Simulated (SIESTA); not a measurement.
Be under changes of volume

One of the cells (8.268 Å³/atom); the others are scaled copies at fixed shape and fractional positions:

```
Be
1.0
     2.30043    0.00000    0.00000
    -1.15022    1.99224    0.00000
     0.00000    0.00000    3.60794
Be
2
Direct
  0.66667 0.33333 0.75000
  0.33333 0.66667 0.25000
```

```yaml
Program: SIESTA 5.4.2
Functional: PBEsol
Potentials_or_basis: PseudoDojo 0.4 standard (PBEsol files)
Basis: DZP (energy shift 0.003 Ry; two zetas on semicore shells)
Grid_cutoff: 800 Ry
Energy_shift: 0.003 Ry
k_mesh: 13 × 13 × 8
Occupations: fermi-dirac, width 0.05 eV
Spin: no spin polarisation
```

```tsv
volume (Å³/atom)	energy over the lowest point (meV/atom)	pressure (GPa)
7.619	2.48	3.9
7.781	0.00	1.1
7.943	0.19	-1.4
8.268	7.75	-5.9
8.430	?	?
8.592	23.55	-9.6
```

Question: What does the run at 8.430 Å³/atom give?

Answer: Energy over the lowest point 14.71 meV/atom; pressure -7.8 GPa.

Worked out: A Birch-Murnaghan fit of order 3 (a polynomial in V^(-2/3)) to the other rows has its minimum at 7.85 Å³/atom with B0 = V·E''(V) = 123 GPa and B' = 3.2 at fixed shape and positions, which overstates the stiffness. It gives 14.71 meV/atom at 8.430 Å³/atom, against the run's 14.71, and -dE/dV = -7.8 GPa, against -7.8.

Energies are extrapolated to zero smearing.

Caveats: short orbitals over semicore shells can move pressures by several GPa; the basis of atomic orbitals isn't converged, which shifts pressures, moduli and gaps.
